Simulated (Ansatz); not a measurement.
Input of an Ansatz 0.2.0 run:

File input.yaml:

```yaml
crystal:
  lattice:
    - [0.0, 2.256, 2.256]
    - [2.256, 0.0, 2.256]
    - [2.256, 2.256, 0.0]
  atoms:
    - { symbol: Hf, position: [0.0, 0.0, 0.0] }
    - { symbol: "N", position: [0.5, 0.5, 0.5] }
hamiltonian:
  xc: pbesol
  pseudopotentials: { kind: paw }
kpoints:
  mp_grid: { grid: [10, 10, 10] }
scf:
  occupations: { method: fermi_dirac, width: 0.05 }
output:
  forces: true
  stress: true
  eigenvalues: true
```

Potentials or basis: Ansatz PAW.

Launch:

```sh
$ ansatz run input.yaml --threads 2 --pin off --max-ram 5632MiB --backend cpu --events-out ev --progress --plain --runs-dir out
```

Estimate the band gap on the k mesh.

none (metal or under the smearing width).

Estimate the pressure.

-1.9 GPa.

Caveat: the pressure holds a Pulay correction of +0.5 GPa for the finite cutoff; the PAW data sets come from PBE, with cores solved anew for the run's functional, which leaves a small shift of forces and pressure. Spin-orbit coupling is left out, which matters for the levels of Hf.
